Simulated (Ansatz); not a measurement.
**Co: response to strain**

Aim: deform Co (equal xy, yz and zx engineering shear strains of -2 %) and compute stress, forces and field gradients with PAW.

Method: DFT PBE, scalar-relativistic, in Ansatz 0.2.0.

12 further runs of the same task are left out: 12 that didn't finish.

## Step 1: Starting point

Symmetry: P6_3/mmc, No. 194, hexagonal system. The conventional cell has a = 2.519 Å, b = 2.519 Å, c = 4.091 Å, α = 90.00°, β = 90.00°, γ = 120.00°. Co (site symmetry -6m2) is surrounded by 12 Co at 2.51 to 2.52 Å.

As a file:

```xyz
2
Lattice="2.5190 0.0000 0.0000 -1.2595 2.1815 0.0000 0.0000 0.0000 4.0910" Properties=species:S:1:pos:R:3 pbc="T T T"
Co    0.0000    1.4543    1.0228
Co    1.2595    0.7272    3.0683
```

Atoms are numbered in the order of the input: Co1, Co2.

## Step 2: After the deformation

Space group P6_3/mmc before, P-1 after.

## Step 3: Frozen-core PAW

Contents of input.yaml:

```yaml
crystal:
  lattice:
    - [2.5190008694, -0.0251900087, -0.0251900087]
    - [-1.2813156222, 2.1941137494, -0.0092201831]
    - [-0.04091, -0.04091, 4.091]
  atoms:
    - { symbol: Co, position: [0.3333333333, 0.6666666667, 0.25], spin: 2.0 }
    - { symbol: Co, position: [0.6666666667, 0.3333333333, 0.75], spin: 2.0 }
magnetization:
  spin_polarized: true
kpoints:
  mp_grid: { grid: [19, 19, 10] }
scf:
  occupations: { method: fermi_dirac, width: 0.05 }
hamiltonian:
  xc: pbe
  pseudopotentials: { kind: paw }
output:
  forces: true
  stress: true
  eigenvalues: true
  efg: { contact_densities: true }
  write_density: true
  write_potential: true
  elf: true
  volumetric_format: npy
```

On the command line:

```console
$ ansatz run input.yaml --threads 1 --pin off --max-ram 3072MiB --backend cpu --events-out ev --progress --plain --runs-dir out
```

**Question.** What will these runs give? Wanted: pressure; largest shear or deviatoric stress.

**Answer**, as computed:

| quantity | value |
| --- | --- |
| pressure | PAW -6.44 GPa |
| largest shear or deviatoric stress (PAW) | 2.04 GPa |

The largest part of the stress beyond the pressure is 2.04 GPa in size, in the yx component; the atoms are carried along and not relaxed. No run of the undeformed cell stands beside it, so the pressure holds what the given cell had before the change. The magnetic state is the one reached from the start moments in this cell; it needn't be the ground state.
